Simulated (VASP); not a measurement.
Results of a VASP single-point calculation on BaS (zincblende)

POSCAR

```
Ba S
 1.0000000000000000
     0.0000000000000000    3.5194117709000001    3.5194117709000001
     3.5194117709000001    0.0000000000000000    3.5194117709000001
     3.5194117709000001    3.5194117709000001    0.0000000000000000
 Ba  S
   1   1
Cartesian
  0.0000000000000000  0.0000000000000000  0.0000000000000000
  1.7597058854500001  1.7597058854500001  1.7597058854500001
```

The gap between bands v and c is 2.71 eV and the least direct gap is 3.32 eV.

Band v is the last that the valence electrons fill when counted band by band, and c is the next. Levels in eV from the top of v:

```csv
point,v−1,v,c,c+1
Γ,-0.71,-0.71,2.71,2.71
X,-0.03,-0.03,3.40,3.40
W,-0.10,0.00,3.32,3.39
K,-0.18,-0.17,3.36,3.38
L,-0.44,-0.44,4.38,4.38
```

Question: Which of these levels of theory gave these results?
A. LDA
B. r²SCAN
C. PBE0
D. PBEsol
E. PBE with spin–orbit coupling
F. PBE
G. HSE06

Answer: E.

The INCAR was:

```
NELM = 120
LASPH = .TRUE.
PREC = Accurate
LSORBIT = .TRUE.
LCHARG = .FALSE.
GGA = PE
ENCUT = 520
ISMEAR = 0
NBANDS = 27
IBRION = -1
NSW = 0
LWAVE = .FALSE.
EDIFF = 1E-7
GGA_COMPAT = .FALSE.
LREAL = .FALSE.
MAGMOM = 0.0 0.0 0.0 0.0 0.0 0.0
SIGMA = 0.01
ISIF = 2
```
